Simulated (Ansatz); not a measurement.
**Trial structure types under relaxation**

Level of theory: Ansatz, DFT PBEsol, scalar-relativistic, plane waves, PAW. Settings: cutoff 420 eV, Γ-centred meshes no coarser than 0.19 Å⁻¹ for metals and 0.3 Å⁻¹ for insulators (2π included), Gaussian smearing.

Each formula is placed on the named type at a guessed volume, then cell and atoms relax at zero pressure without lowering the symmetry. Keeping the type says nothing about stability against other structures or lower symmetry. Neighbours of an atom are counted within 25 % of the shortest distance of their pair. The atoms listed around a site end at a clear gap in distance instead, so their number can differ.

(1) Does Zr keep the dhcp type (P6_3/mmc, No. 194)?

(2) Zr on the grey arsenic (A7) type (R-3m, No. 166): does the type hold?

(3) Zr on the lonsdaleite type (P6_3/mmc, No. 194): does the type hold?

(4) Zr on the alpha-gallium type (Cmce, No. 64): does the type hold?

Answers

(1) Yes: a = 3.168 Å, c = 10.321 Å. Zr on Wyckoff site a (2 atoms of the primitive cell) is coordinated by 12 Zr at 3.16–3.17 Å; Zr on Wyckoff site d (2 atoms of the primitive cell) has 12 Zr at 3.16–3.17 Å.

(2) No, it turns into the fcc structure, Fm-3m (No. 225), a = 4.463 Å. Around Zr lie 12 Zr at 3.16 Å.

(3) No, it ends in P6/mmm (No. 191) with a = 5.066 Å, c = 2.707 Å. Zr has 2 Zr at 2.71 Å and 3 Zr at 2.92 Å.

(4) No, it ends in Fmmm (No. 69) with a = 3.164 Å, b = 5.309 Å, c = 10.751 Å. Around Zr lie 9 Zr at 2.88–3.16 Å and 2 Zr at 3.64 Å (next Zr at 4.23 Å).